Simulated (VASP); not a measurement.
A run of VASP 6.6.1 is set up as follows.

File POSCAR:

```
MgS
1.0
    0.0000000000      2.8815495344      2.8308768389
    2.8815495344      0.0000000000      2.8308768389
    2.8815495344      2.8815495344      0.0000000000
Mg S
1 1
Direct
    0.0000000000      0.0000000000      0.0000000000
    0.2500000000      0.2500000000      0.2500000000
```

Contents of INCAR.step1:

```
PREC = Accurate ; ENCUT = 520
ISMEAR = 0 ; SIGMA = 0.01
LREAL = F ; LASPH = T
NELM = 100 ; NBANDS = 11
GGA = PE ; ALGO = Normal
EDIFF = 1E-4 ; LWAVE = T
LCHARG = F
```

File INCAR.step2:

```
PREC = Accurate ; ENCUT = 520
EDIFF = 1E-6 ; ISMEAR = 0
SIGMA = 0.01 ; LREAL = F
LASPH = T ; NELM = 100
ALGO = Normal ; ISIF = 2
LWAVE = F ; LCHARG = T
METAGGA = R2SCAN ; LMIXTAU = T
LELF = T ; LVHAR = T
NBANDS = 11 ; ISTART = 1
```

The input KPOINTS:

```
Automatic mesh
0
Gamma
  8 8 8
```

Potentials or basis: VASP PAW PBE potentials, release 64 (Mg, S).

Command:

```console
$ cat potpaw_PBE.64/Mg/POTCAR potpaw_PBE.64/S/POTCAR > POTCAR
$ cp INCAR.step1 INCAR
$ mpirun -np 1 vasp_std > vasp.out
$ cp INCAR.step2 INCAR
$ mpirun -np 1 vasp_std > vasp.out
```

(1) What does it give for the band gap on the k mesh?

(2) Estimate the pressure.

Results:

(1) 3.91 eV, direct.

(2) -2.3 GPa.

Caveat: the PAW data sets were made with another functional, which shifts forces and pressure a little.
